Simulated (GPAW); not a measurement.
# Sr in GPAW: convergence with smearing width (eV)

Input of the first run (smearing width (eV) 0.5); the others differ in this setting and in those tied to it:

run.py

```python
from ase import Atoms
from ase.dft.bandgap import bandgap
from ase.io import write
from ase.units import GPa
from gpaw import GPAW, PW

atoms = Atoms(['Sr'],
              cell=[[-2.435, 2.435, 2.435],
                    [2.435, -2.435, 2.435],
                    [2.435, 2.435, -2.435]],
              scaled_positions=[[0.0, 0.0, 0.0]],
              pbc=True)

calc = GPAW(mode=PW(600),
            xc='LDA',
            kpts={'size': (8, 8, 8), 'gamma': True},
            occupations={'name': 'fermi-dirac', 'width': 0.5},
            nbands=12,
            convergence={'density': 1e-05, 'energy': 1e-05},
            maxiter=100,
            txt='gpaw.txt')
atoms.calc = calc
energy = atoms.get_potential_energy()
forces = atoms.get_forces()
stress = atoms.get_stress()
calc.write('gs.gpw')
write('result.traj', atoms)
print(f'Energy: {energy:.6f} eV')
print('Forces (eV/A):')
print(forces.round(4))
print('Stress (GPa):', (stress / GPa).round(3))
print('Fermi level:', round(calc.get_fermi_level(), 4), 'eV')
print(f'Gap: {bandgap(calc)[0]:.4f} eV, direct: {bandgap(calc, direct=True)[0]:.4f} eV')
```

Potentials or basis: the program's PAW data sets (release 1.2.1) made for this functional, pw.

Launch:

```sh
$ OMP_NUM_THREADS=1 python run.py
```

This isn't the form of Sr at room conditions, which is fcc.

Hardware: 1 thread of Arm Neoverse V2, with other jobs on the host.

```tsv
smearing width (eV)	energy less the tightest run, at zero smearing (meV/atom)	pressure (GPa)	SCF cycles	CPU time (s)	peak memory (GiB)
0.5	-24.67	-1.46	11	9.7	0.15
0.3	-0.08	-1.65	10	8.9	0.15
0.2	3.34	-1.72	9	8.1	0.15
0.15	3.60	-1.75	9	8	0.15
0.1	2.32	-1.80	9	8	0.15
0.05	-0.01	-1.88	9	8	0.15
0.025	-0.25	-1.92	9	8	0.15
0.01	0.00	-1.94	10	8.4	0.15
```

Against the tightest run, the energy stays within 1 meV/atom from 0.05 on; the pressure stays within 0.1 GPa from 0.05 on. Narrower smearing needs a denser k mesh, so at a fixed mesh the narrowest width isn't the most accurate. The tightest run that finished is the yardstick and may itself not be fully converged.

Caveat, for the tightest run too: the cell was measured hot, at 901 K.
